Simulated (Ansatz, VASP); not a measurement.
**One calculation of SiC, two programs**

File INCAR:

```
ALGO     = Normal         # electronic algorithm
EDIFF    = 1E-7           # SCF threshold, eV
ENCUT    = 520            # plane-wave cutoff, eV
ISIF     = 2              # what is computed and relaxed
ISMEAR   = 0              # smearing method
LASPH    = T              # aspherical terms in the spheres
LCHARG   = T              # write CHGCAR
LELF     = T              # ELF
LREAL    = F              # projectors in reciprocal space
LVHAR    = T            
LWAVE    = F              # write WAVECAR
NBANDS   = 11             # bands
NELM     = 100            # most SCF steps
PREC     = Accurate       # precision mode
SIGMA    = 0.01           # smearing width, eV
```

File KPOINTS:

```
k-points
0
Gamma
  10 10 10
```

File POSCAR:

```
SiC
1.0
    2.1211956799      2.1211956799      0.0000000000
   -2.1211956799      2.1211956799      0.0000000000
    0.0000000000      2.1211956799      2.1943214682
Si C
1 1
Direct
    0.0000000000      0.0000000000      0.0000000000
    0.7500000000      0.2500000000      0.5000000000
```

Input for Ansatz:

```yaml
crystal:
  lattice:
    - [2.12119567986, 2.12119567986, 0.0]
    - [-2.12119567986, 2.12119567986, 0.0]
    - [0.0, 2.12119567986, 2.19432146819]
  atoms:
    - { symbol: Si, position: [0.0, 0.0, 0.0] }
    - { symbol: C, position: [0.75, 0.25, 0.5] }
kpoints:
  mp_grid: { grid: [10, 10, 10] }
scf:
  occupations: { method: fixed }
  convergence: { dr2_threshold: 1.0e-10 }
hamiltonian:
  xc: lda
  pseudopotentials: { kind: all_electron, lapw: { basis_error: 0.0005 } }
output:
  forces: true
  stress: true
  eigenstates:
    kpoints:
      - [0.0, 0.0, 0.0]
      - [-0.5, 0.5, 0.0]
      - [-0.5, -0.5, -0.5]
      - [0.0, 0.0, -0.5]
      - [0.0, -0.5, -0.5]
      - [0.0, 0.5, 0.0]
      - [-0.5, 0.0, 0.0]
      - [-0.5, 0.0, -0.5]
  eigenvalues: true
```

Change from the starting cell: film at in-plane strain -0.02.

Alike in both runs: task single point; functional LDA; k mesh 10 × 10 × 10; no spin polarisation.

```csv
,VASP,Ansatz
version,VASP 6.6.1,Ansatz 0.2.0
potentials or method,"VASP PAW LDA potentials, release 64 (Si, C)","all-electron LAPW, scalar-relativistic"
plane-wave cutoff (eV),520,see its input
occupations,"gaussian, width 0.01 eV",fixed
```

|  | VASP | Ansatz | Ansatz less VASP |
| --- | --- | --- | --- |
| gap on the k mesh at the Fermi level (eV) | 1.08 | 1.09 | +0.013 |
| pressure (GPa) | 6.8 | 6.3 | -0.46 |
| largest component of the traceless stress (GPa) | 6.36 | 6.36 | +0.008 |

Ansatz ran all-electron here, so the differences hold the error of VASP's frozen core and of both bases.

A k mesh can miss the band edges.
